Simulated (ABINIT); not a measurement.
An input for ABINIT 10.8.3 (BAs (F-43m)):

```
acell 3*1.0 Angstrom
rprim 
  -0.000000000000 2.388500000000 2.388500000000
  2.388500000000 -0.000000000000 2.388500000000
  2.388500000000 2.388500000000 -0.000000000000
ntypat 2
znucl 5 33
natom 2
typat 1 2
xred 
  0.000000000000 0.000000000000 0.000000000000
  0.250000000000 0.250000000000 0.250000000000
pp_dirpath "pseudos"
pseudos "B.upf, As.upf"
ecut 44
ngkpt 8 8 8
nshiftk 1
shiftk 0 0 0
kptopt 1
chksymbreak 0
irdden 1
istwfk *1
nband 119
prtvol 0
optdriver 6
gwr_task "HDIAGO"
paral_kgb 0
occopt 1
indata_prefix "in"
outdata_prefix "out"
tmpdata_prefix "tmp"
```

```sh
OMP_NUM_THREADS=1 mpirun -n 4 abinit run.abi > log
```

Q: How long will it take on 4 MPI ranks of Arm Neoverse V1, shared host, and how much memory?

It took 1.9 min; on shared hardware allow 57 s to 3.8 min. Peak host memory was 1.7 GiB.

[Paths, hosts, dates, memory and timing lines, banners, echoed tables and standing remarks are left out of the program output.]

[Logs are printed without paths, hosts, clocks, repeated set-up lines and the standing remarks that a program may print on its own settings, such as how far it seeks lower states.]

[Runs of the session that timed out or met a known fault of the program may be left out.]

[Hosts, paths, dates, database ids (printed as entryN), source tags and the programs' standing remarks are cut or masked in the printed files.]

[G0W0 gaps are taken among the corrected bands and points alone; a level outside them can change the order at an edge.]

[Where Ansatz stands beside ABINIT at settings called matched, ABINIT's density can come from a denser mesh and the files from another edition; pairs whose starting gaps differed by over 0.03 eV were left out, so agreement reads better than it is.]
